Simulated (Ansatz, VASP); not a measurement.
## MgS in VASP and in Ansatz

```
Mg S
1.0
     0.00000    2.59087    2.59087
     2.59087    0.00000    2.59087
     2.59087    2.59087    0.00000
Mg S
1 1
Direct
  0.00000 0.00000 0.00000
  0.50000 0.50000 0.50000
```

Alike in both runs: task single point; functional PBEsol; k mesh 10 × 10 × 10; no spin polarisation.

|  | VASP | Ansatz |
| --- | --- | --- |
| version | VASP 6.6.1 | Ansatz 0.2.0 |
| potentials or method | VASP PAW PBE potentials, release 64 (Mg, S) | scalar-relativistic, plane waves, PAW |
| plane-wave cutoff (eV) | 520 | 420 |
| occupations | gaussian, width 0.01 eV | fixed |
| valence electrons in the cell | 8 | 16 |

```tsv
	VASP	Ansatz	Ansatz less VASP
gap on the k mesh at the Fermi level (eV)	2.73	2.73	-0.001
least direct gap on the mesh (eV)	3.69	3.69	+0.001
```

The two sets of potentials don't hold the same shells in valence. Ansatz warned: «pseudo_functional_mismatch».

 As with any semilocal functional, this PBEsol gap is likely too small. A k mesh can miss the band edges.
